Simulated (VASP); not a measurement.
# Mo in VASP: notebook, part 2 of 2

VASP 6.6.1.

### Step 4. Single point, PBEsol

INCAR reads:

```
ALGO = Normal
DIPOL = 0.5 0.5 0.500
EDIFF = 1E-7
ENCUT = 520
GGA = PS
ICORELEVEL = 1
IDIPOL = 3
ISIF = 2
ISMEAR = 1
KPAR = 4
LASPH = True
LCHARG = False
LDIPOL = True
LREAL = False
LVACPOTAV = True
LVHAR = True
LWAVE = False
NELM = 80
PREC = Accurate
SIGMA = 0.1
```

KPOINTS reads:

```
k-points
0
Gamma
  12 12 1
```

POSCAR reads:

```
Mo                                      
1.0
    3.1306580000      0.0000000000      0.0000000000
    0.0000000000      3.1306580000      0.0000000000
    0.0000000000      0.0000000000     27.5226320000
  Mo            
     9
Direct
     0.5000000000000000    0.5000000000000000    0.2782286508696507
     0.0000000000000000    0.0000000000000000    0.3280857765942555
     0.5000000000000000    0.5000000000000000    0.3865713088539988
     0.0000000000000000    0.0000000000000000    0.4432945179990633
     0.5000000000000000    0.5000000000000000    0.5000000000000000
     0.0000000000000000    0.0000000000000000    0.5567054820009365
     0.5000000000000000    0.5000000000000000    0.6134286911460012
     0.0000000000000000    0.0000000000000000    0.6719142234057447
     0.5000000000000000    0.5000000000000000    0.7217713491303493
```

Potentials or basis: VASP PAW PBE potentials, release 64 (Mo_sv).

Run with:

```sh
> cat potpaw_PBE.64/Mo_sv/POTCAR > POTCAR
> mpirun -np 4 vasp_std > vasp.out
```

OUTCAR:

```text
EDIFF = 1E-7
   ENCUT = 520
   GGA = PS
   ISIF = 2
   ISMEAR = 1
   LASPH = True
   LREAL = False
   NELM = 80
   PREC = Accurate

 ion  position               nearest neighbor table
   1  0.500  0.500  0.278-   2 2.60   2 2.60   2 2.60   2 2.60   3 2.98
   2  0.000  0.000  0.328-   1 2.60   1 2.60   1 2.60   1 2.60   3 2.74   3 2.74   3 2.74   3 2.74
                             4 3.17
   3  0.500  0.500  0.387-   4 2.71   4 2.71   4 2.71   4 2.71   2 2.74   2 2.74   2 2.74   2 2.74
                             1 2.98   5 3.12
   4  0.000  0.000  0.443-   5 2.71   5 2.71   5 2.71   5 2.71   3 2.71   3 2.71   3 2.71   3 2.71
                             6 3.12   2 3.17
   5  0.500  0.500  0.500-   4 2.71   6 2.71   4 2.71   6 2.71   4 2.71   6 2.71   4 2.71   6 2.71
                             3 3.12   7 3.12
   6  0.000  0.000  0.557-   5 2.71   5 2.71   5 2.71   5 2.71   7 2.71   7 2.71   7 2.71   7 2.71
                             4 3.12   8 3.17
   7  0.500  0.500  0.613-   6 2.71   6 2.71   6 2.71   6 2.71   8 2.74   8 2.74   8 2.74   8 2.74
                             9 2.98   5 3.12
   8  0.000  0.000  0.672-   9 2.60   9 2.60   9 2.60   9 2.60   7 2.74   7 2.74   7 2.74   7 2.74
                             6 3.17
   9  0.500  0.500  0.722-   8 2.60   8 2.60   8 2.60   8 2.60   7 2.98

  LATTYP: Found a simple tetragonal cell.
 ALAT       =     3.1306580000
 C/A-ratio  =     8.7913250186

  Lattice vectors:

 A1 = (   3.1306580000,   0.0000000000,   0.0000000000)
 A2 = (   0.0000000000,   3.1306580000,   0.0000000000)
 A3 = (   0.0000000000,   0.0000000000,  27.5226320000)

Analysis of symmetry for initial positions (statically):
=====================================================================
 Subroutine PRICEL returns:
 Original cell was already a primitive cell.

 Routine SETGRP: Setting up the symmetry group for a
 simple tetragonal supercell.

 Subroutine GETGRP returns: Found 16 space group operations
 (whereof 16 operations were pure point group operations)
 out of a pool of 16 trial point group operations.

The static configuration has the point symmetry D_4h.

[... 176 lines left out ...]
  energy without entropy =     -101.64163190  energy(sigma->0) =     -101.63950222

 the core state eigenenergies are
   1-  1s -19811.1303  2s  -2791.1703  2p  -2494.1835  3s   -468.3705  3p   -371.0774
       3d   -212.8926
   2-  1s -19811.1971  2s  -2791.3753  2p  -2494.3756  3s   -468.5863  3p   -371.2934
       3d   -213.1158
   3-  1s -19811.4120  2s  -2791.5942  2p  -2494.5944  3s   -468.7902  3p   -371.4973
       3d   -213.3212
   4-  1s -19811.2953  2s  -2791.4759  2p  -2494.4759  3s   -468.6810  3p   -371.3880
       3d   -213.2111
   5-  1s -19811.4660  2s  -2791.6525  2p  -2494.6524  3s   -468.8487  3p   -371.5557
       3d   -213.3799
   6-  1s -19811.2953  2s  -2791.4759  2p  -2494.4759  3s   -468.6810  3p   -371.3880
       3d   -213.2111
   7-  1s -19811.4120  2s  -2791.5942  2p  -2494.5944  3s   -468.7902  3p   -371.4973
       3d   -213.3212
   8-  1s -19811.1971  2s  -2791.3753  2p  -2494.3756  3s   -468.5863  3p   -371.2934
       3d   -213.1158
   9-  1s -19811.1303  2s  -2791.1703  2p  -2494.1835  3s   -468.3705  3p   -371.0774
       3d   -212.8926

 E-fermi :   4.6082     XC(G=0):  -7.7671

 val. band max:        4.5825216128   @ k =   0.0833   0.0833   0.0000
 cond. band min:       4.6227591682   @ k =   0.1667   0.0833   0.0000
 fundamental gap:      0.0402375553
 Fermi energy:         4.6081707512

 k-point     1 :       0.0000    0.0000    0.0000
  band No.  band energies     occupation
      1     -56.5750      2.00000
      2     -56.4885      2.00000
      3     -56.4283      2.00000
      4     -56.2851      2.00000
      5     -56.2480      2.00000
      6     -56.1578      2.00000
[... 1861 lines left out ...]
     74       6.8460      0.00000
     75       6.9683      0.00000

 [... further k-points ...]
[... 5 lines left out ...]
  --------------------------------------------------------------------------------------
  -------------------------------------------------------------------------------------
  Total       -3.4547337     -3.4547337     -0.0278022      0.0000000     -0.0000000      0.0000000
  in kB      -20.5193664    -20.5193664     -0.1651312      0.0000000     -0.0000000      0.0000000
  external PRESSURE =     -13.7346213 kB  Pullay stress =       0.0000000 kB

 VOLUME and BASIS-vectors are now :
 -----------------------------------------------------------------------------
  energy-cutoff  :      520.00
  volume of cell :      269.75
      direct lattice vectors                 reciprocal lattice vectors
     3.130658000  0.000000000  0.000000000     0.319421668  0.000000000  0.000000000
     0.000000000  3.130658000  0.000000000     0.000000000  0.319421668  0.000000000
     0.000000000  0.000000000 27.522632000     0.000000000  0.000000000  0.036333734

 POSITION                                       TOTAL-FORCE (eV/Angst)
 -----------------------------------------------------------------------------------
      1.56533      1.56533      7.65758         0.000000     -0.000000      0.005686
      0.00000      0.00000      9.02978        -0.000000      0.000000     -0.005791
      1.56533      1.56533     10.63946        -0.000000     -0.000000     -0.002734
      0.00000      0.00000     12.20063         0.000000      0.000000     -0.004849
      1.56533      1.56533     13.76132        -0.000000      0.000000      0.000000
      0.00000      0.00000     15.32200         0.000000      0.000000      0.004849
      1.56533      1.56533     16.88317        -0.000000     -0.000000      0.002734
      0.00000      0.00000     18.49285         0.000000      0.000000      0.005791
      1.56533      1.56533     19.86505        -0.000000     -0.000000     -0.005686
 -----------------------------------------------------------------------------------
    total drift:                                0.000000     -0.000000     -0.000000

  FREE ENERGIE OF THE ION-ELECTRON SYSTEM (eV)
  ---------------------------------------------------
  free  energy   TOTEN  =      -101.6384373738 eV

  energy  without entropy=     -101.6416319041  energy(sigma->0) =     -101.63950222

 vacuum level on the upper side and lower side of the slab         8.633         8.633
```

OSZICAR:

```text
N       E                     dE             d eps       ncg     rms          rms(c)
DAV:   1     0.159298221877E+04    0.15930E+04   -0.81413E+04  4952   0.163E+03
DAV:   2    -0.453559124340E+02   -0.16383E+04   -0.15984E+04  4643   0.515E+02
DAV:   3    -0.108051819896E+03   -0.62696E+02   -0.60141E+02  5666   0.892E+01
[... 25 lines left out ...]
DAV:  29    -0.101638434838E+03   -0.58436E-05   -0.80077E-07  4088   0.404E-03    0.284E-03
DAV:  30    -0.101638436546E+03   -0.17086E-05   -0.21310E-07  3549   0.159E-03    0.192E-03
DAV:  31    -0.101638437012E+03   -0.46600E-06   -0.81882E-08  3128   0.856E-04    0.110E-03
DAV:  32    -0.101638437293E+03   -0.28055E-06   -0.51038E-08  2722   0.852E-04    0.483E-04
DAV:  33    -0.101638437374E+03   -0.81000E-07   -0.26858E-08  2656   0.524E-04
   1 F= -.10163844E+03 E0= -.10163950E+03  d E =0.319453E-02
```

Wall time 7.8 min (4 MPI ranks of AMD EPYC 7R43 (Zen 3), shared host); peak memory 0.54 GiB.

Results:

```
Free energy                     : -101.6384 eV
Largest force                   : 0.006 eV/Å
Band gap on the k mesh          : none (metal or under the smearing width)
Work function of the upper face : 4.02 eV
Work function of the lower face : 4.02 eV
```

Forces on the atoms (eV/Å):
```
Mo   0.000  0.000  0.006
Mo   0.000  0.000 -0.006
Mo   0.000  0.000 -0.003
Mo   0.000  0.000 -0.005
Mo   0.000  0.000  0.000
Mo   0.000  0.000  0.005
Mo   0.000  0.000  0.003
Mo   0.000  0.000  0.006
Mo   0.000  0.000 -0.006
```

Core levels (eV, on the scale of the bands):
```csv
atom,levels
1 Mo,"1s -19811.1, 2s -2791.2, 2p -2494.2, 3s -468.4, 3p -371.1, 3d -212.9"
2 Mo,"1s -19811.2, 2s -2791.4, 2p -2494.4, 3s -468.6, 3p -371.3, 3d -213.1"
3 Mo,"1s -19811.4, 2s -2791.6, 2p -2494.6, 3s -468.8, 3p -371.5, 3d -213.3"
4 Mo,"1s -19811.3, 2s -2791.5, 2p -2494.5, 3s -468.7, 3p -371.4, 3d -213.2"
5 Mo,"1s -19811.5, 2s -2791.7, 2p -2494.7, 3s -468.8, 3p -371.6, 3d -213.4"
6 Mo,"1s -19811.3, 2s -2791.5, 2p -2494.5, 3s -468.7, 3p -371.4, 3d -213.2"
```

Caveat: the PAW data sets were made with another functional, which shifts forces and pressure a little.
